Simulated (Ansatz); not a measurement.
## The polar optical mode of GaN at 40 GPa, worked through

The calculation used DFT PBEsol, scalar-relativistic, plane waves, PAW in Ansatz 0.2.0. Cutoff 420 eV, 10×10×10 k-points (Γ-centred), fixed occupations. No spin polarisation. Phonons by linear response, acoustic sum rule imposed.

The cell, relaxed at 40 GPa:
Space group F-43m (No. 216). a = 4.275 Å, b = 4.275 Å, c = 4.275 Å, α = 90.00°, β = 90.00°, γ = 90.00°
```csv
atom,site,symmetry,x,y,z
Ga,4a,-43m,0.0000,0.0000,0.0000
N,4c,-43m,0.2500,0.2500,0.2500
```

Other phases may be more stable at this pressure.

Linear response gives ν_TO = 670.3 cm⁻¹, Born charges ±2.581 e (positive on Ga) and ε∞ = 5.326. The primitive cell holds 19.533 Å³, and the masses are 69.723 and 14.007 amu.

Problem. Find ν_LO and the static dielectric constant.

Solution. The long-wave field adds a restoring force: ω_LO² − ω_TO² = Z*²e²/(ε_vac ε∞ μV). In these units ν_LO² − ν_TO² = 4.92064×10⁷ Z*²/(μ V ε∞) cm⁻², with μ = m₁m₂/(m₁ + m₂) = 11.664 amu: 270056 cm⁻². So ν_LO = √(670.3² + 270056) = 848.2 cm⁻¹, and the run gives 848.2. Lyddane–Sachs–Teller then gives ε0 = ε∞ (ν_LO/ν_TO)² = 8.53, against 8.53 in the run (it forms both from the same three quantities, so the match checks the arithmetic only). Between ν_TO and ν_LO the dielectric function is negative and an undamped crystal reflects fully: a reststrahlen band from 11.8 to 14.9 μm.

Problem. What do the Clausius–Mossotti polarisability and the Szigeti charge come to?

Solution. With the Lorentz local field, α = (3V/4π)(ε∞ − 1)/(ε∞ + 2) = 2.75 Å³ for the pair, and e_S = 3Z*/(ε∞ + 2) = 1.06 e. The Born charge includes the electrons' response to the dipole's own local field, and e_S takes that enhancement out. The Lorentz field assumes point-like polarisable ions, a poor picture once ε∞ is this large, since the electron clouds then overlap or are shared, so both numbers are formal here.

Problem. How strongly does a slow electron couple to the LO mode?

Solution. For one isotropic parabolic band, Fröhlich's constant is α_F = (1/ε∞ − 1/ε0) √(m* Ry/ħω_LO), with Ry = 13.606 eV, ħω_LO = 105.2 meV and m* in free-electron masses: α_F = 0.0705 × 11.37 × √m* = 0.80 √m*. The band mass isn't part of this run; for m* = 0.1, 0.3 and 1 it gives 0.25, 0.44, 0.80. In weak coupling the polaron lies α_F ħω_LO below the band edge (46 meV at m* = 0.3) with a mass m*(1 + α_F/6); past α_F of about 5 or 6 that expansion fails. A semilocal functional's ε∞ tends to be too large, which taken alone lowers α_F.

This zinc-blende form isn't the usual stable structure of the compound at low pressure.

Cost: 1 run of about 1.7 core-minutes, on Intel Xeon Processor @ 2.50GHz (Skylake/Cascade Lake) (shared hosts).